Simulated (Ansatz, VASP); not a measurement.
# ZnAu in VASP and in Ansatz

Contents of INCAR:

```
  PREC = Accurate
  ENCUT = 520
  EDIFF = 1E-7
  ISMEAR = -1
  SIGMA = 0.08
  LREAL = F
  LASPH = T
  NELM = 100
  ALGO = Normal
  ISIF = 2
  LWAVE = F
  LCHARG = F
  GGA = PS
  NBANDS = 18
```

KPOINTS

```
regular mesh
0
Gamma
  12 12 12
```

POSCAR

```
ZnAu
1.0
    3.1287008864      0.0000000000      0.0000000000
    0.0000000000      3.1287008864      0.0000000000
    0.0000000000      0.0000000000      3.1287008864
Zn Au
1 1
Direct
    0.5000000000      0.5000000000      0.5000000000
    0.0000000000      0.0000000000      0.0000000000
```

Input for Ansatz:

```yaml
crystal:
  lattice:
    - [3.12870088644, 0.0, 0.0]
    - [0.0, 3.12870088644, 0.0]
    - [0.0, 0.0, 3.12870088644]
  atoms:
    - { symbol: Zn, position: [0.5, 0.5, 0.5] }
    - { symbol: Au, position: [0.0, 0.0, 0.0] }
kpoints:
  mp_grid: { grid: [12, 12, 12] }
scf:
  occupations: { method: fermi_dirac, width: 0.08 }
hamiltonian:
  xc: pbesol
  pseudopotentials: { kind: paw }
output:
  forces: true
  stress: true
  eigenvalues: true
  eigenstates:
    nscf_kmesh: { grid: [16, 16, 16] }
    de_dk: true
    e_range: [-14, 14]
  optics:
    e_range: [0, 20]
    de: 0.2
    sigma: 0.15
    bands: { spectra_wanted_up_to: 20 }
    nscf_kmesh: { grid: [16, 16, 16] }
    drude_damping: 0.03
checkpoint:
  write: ck
  write_wavefunctions: false
```

Alike in both runs: task single point; functional PBEsol; k mesh 12 × 12 × 12; occupations fermi-dirac, width 0.08 eV; no spin polarisation.

|  | VASP | Ansatz |
| --- | --- | --- |
| version | VASP 6.6.1 | Ansatz 0.2.0 |
| potentials or method | VASP PAW PBE potentials, release 64 (Zn, Au) | PAW with Ansatz's default frozen-core files, scalar-relativistic |
| plane-wave cutoff (eV) | 520 | 420 |
| valence electrons in the cell | 23 | 31 |

|  | VASP | Ansatz | Ansatz less VASP |
| --- | --- | --- | --- |
| pressure (GPa) | 0.2 | 0.0 | -0.18 |

The two sets of potentials don't hold the same shells in valence. Ansatz warned: «optics_on_partly_filled_bands».

Caveats: the PAW data sets were made with another functional, which shifts forces and pressure a little (VASP). Spin-orbit coupling is left out, which matters for the levels of Au.
